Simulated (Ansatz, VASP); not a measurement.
# Two plane-wave programs on Ti4H7

Contents of POSCAR:

```
Ti4H7
1.0
    4.3870124900      0.0000000000      0.0000000000
    0.0000000000      4.3870124900      0.0000000000
    0.0000000000      0.0000000000      4.3870124900
Ti H
4 7
Direct
    0.2542308900      0.7457691100      0.7457691100
    0.7457691100      0.2542308900      0.7457691100
    0.7457691100      0.7457691100      0.2542308900
    0.2542308900      0.2542308900      0.2542308900
    0.5000000000      0.0000000000      0.0000000000
    0.0000000000      0.5000000000      0.5000000000
    0.5000000000      0.0000000000      0.5000000000
    0.0000000000      0.5000000000      0.0000000000
    0.0000000000      0.0000000000      0.0000000000
    0.0000000000      0.0000000000      0.5000000000
    0.5000000000      0.5000000000      0.0000000000
```

File INCAR.step1:

```
PREC = Accurate
ENCUT = 520
ISMEAR = 0
SIGMA = 0.1
LREAL = False
LASPH = True
NELM = 60
NBANDS = 38
GGA = PE
ALGO = Normal
EDIFF = 1E-4
LWAVE = True
LCHARG = False
```

The input INCAR.step2:

```
PREC = Accurate
ENCUT = 520
EDIFF = 1E-6
ISMEAR = 0
SIGMA = 0.1
LREAL = False
LASPH = True
NELM = 60
ALGO = Normal
ISIF = 2
LWAVE = False
LCHARG = False
METAGGA = R2SCAN
LMIXTAU = True
NBANDS = 38
ISTART = 1
```

KPOINTS

```
regular mesh
0
Gamma
  4 4 4
```

Input for Ansatz:

```yaml
crystal:
  lattice:
    - [4.38701249, 0.0, 0.0]
    - [0.0, 4.38701249, 0.0]
    - [0.0, 0.0, 4.38701249]
  atoms:
    - { symbol: Ti, position: [0.25423089, 0.74576911, 0.74576911] }
    - { symbol: Ti, position: [0.74576911, 0.25423089, 0.74576911] }
    - { symbol: Ti, position: [0.74576911, 0.74576911, 0.25423089] }
    - { symbol: Ti, position: [0.25423089, 0.25423089, 0.25423089] }
    - { symbol: H, position: [0.5, 0.0, 0.0] }
    - { symbol: H, position: [0.0, 0.5, 0.5] }
    - { symbol: H, position: [0.5, 0.0, 0.5] }
    - { symbol: H, position: [0.0, 0.5, 0.0] }
    - { symbol: H, position: [0.0, 0.0, 0.0] }
    - { symbol: H, position: [0.0, 0.0, 0.5] }
    - { symbol: H, position: [0.5, 0.5, 0.0] }
basis:
  ecutwfc: 500
kpoints:
  mp_grid: { grid: [4, 4, 4] }
hamiltonian:
  xc: r2scan
scf:
  occupations: { method: gaussian, width: 0.1 }
  lower_state_search: "off"
output:
  forces: true
  stress: true
  eigenvalues: true
```

Alike in both runs: task single point; functional r2SCAN; k mesh 4 × 4 × 4; occupations gaussian, width 0.1 eV; no spin polarisation.

|  | VASP | Ansatz |
| --- | --- | --- |
| version | VASP 6.6.1 | Ansatz 0.2.0 |
| potentials or method | VASP PAW PBE potentials, release 64 (Ti_sv, H) | scalar-relativistic, plane waves, PAW |
| plane-wave cutoff (eV) | 520 | 500 |
| valence electrons in the cell | 55 | 55 |

Ansatz gave:

```
gap on the k mesh at the Fermi level (eV) : none
pressure (GPa)                            : -0.7
rms of the force components (eV/Å)        : 0.000
```

Problem. Which values does VASP return?

Solution. gap on the k mesh at the Fermi level (eV): none; pressure (GPa): -0.3; rms of the force components (eV/Å): 0.005.

Atom by atom the forces differ by 0.005 eV/Å (rms over components). A gap of «none» marks a metal or a gap that the smearing closes.

Caveats: the PAW data sets were made with another functional, which shifts forces and pressure a little (VASP).
